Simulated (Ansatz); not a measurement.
Sb:

```
CELL_PARAMETERS angstrom
3.12240 0.00000 0.00000
0.00000 4.34752 0.00000
-0.03891 0.00000 4.40585
ATOMIC_POSITIONS crystal
Sb 0.01139 0.25000 0.24117
Sb 0.98861 0.75000 0.75883
```

This isn't the form of Sb at room conditions, which is rhombohedral.

| Item | Value |
| --- | --- |
| Program | Ansatz 0.2.0 |
| Task | relaxation of cell and atoms |
| Functional | HF |
| Potentials or basis | Ansatz PAW |
| Cutoff | 420 eV (not typed: the program's choice for these potentials) |
| k mesh | 5 × 3 × 3 |
| Occupations | fermi-dirac, width 0.05 eV |
| Spin | no spin polarisation |

At the start: volume 29.90 Å³/atom.

Question: How do energy, volume and symmetry change on relaxing?

Answer: It ends after 24 steps and the volume is 45.58 Å³/atom (+52.4 %); space group Pmma (No. 51, to 0.05 Å).

Step by step:
| step | energy change (eV) | largest force (eV/Å) | volume (Å³) |
| --- | --- | --- | --- |
| 1 | 0.0000 | 0.9702 | 59.81 |
| 2 | -0.3531 | 0.3641 | 63.91 |
| 3 | -0.3935 | 1.0094 | 67.84 |
| 4 | -0.4948 | 0.1489 | 69.64 |
| 5 | -0.5165 | 0.0140 | 71.77 |
| 6 | -0.5190 | 0.0213 | 72.60 |
| 7 | -0.5194 | 0.0013 | 72.37 |
| 8 | -0.5194 | 0.0016 | 72.33 |
| 9 | -0.5322 | 0.0034 | 72.33 |
| 10 | -0.5380 | 0.0262 | 73.42 |
| 11 | -0.5788 | 0.4499 | 76.02 |
| 12 | -0.6034 | 0.0959 | 78.41 |
| 13 | -0.6107 | 0.0118 | 80.91 |
| 14 | -0.6123 | 0.0343 | 81.85 |
| 15 | -0.6123 | 0.0017 | 82.59 |
| 16 | -0.6124 | 0.0003 | 82.36 |
| 17 | -0.6186 | 0.0022 | 82.36 |
| 18 | -0.6213 | 0.0009 | 83.90 |
| 19 | -0.6242 | 0.0260 | 87.00 |
| 20 | -0.6250 | 0.0025 | 88.01 |
| 21 | -0.6252 | 0.0486 | 90.86 |
| 22 | -0.6252 | 0.0142 | 91.03 |
| 23 | -0.6252 | 0.0005 | 91.16 |
| 24 | -0.6272 | 0.0015 | 91.16 |

Final structure:
```xyz
2
Lattice="3.2771 0.0000 0.0032 0.0000 4.1802 0.0000 -0.0364 0.0000 6.6545" Properties=species:S:1:pos:R:3 pbc="T T T"
Sb   -0.0009    1.0450    0.9601
Sb    3.2417    3.1351    5.6976
```

Caveat: the k mesh is coarse (spacing up to 0.48 Å⁻¹), so the values aren't converged, least of all with exact exchange; the volume moved by over 15 % at a fixed basis, so the end points are rough; the plane-wave basis is chosen anew once the cell has moved, so the energies of steps on either side of that aren't comparable; the PAW data sets come from PBE, with cores solved anew for the run's functional, which leaves a small shift of forces and pressure.
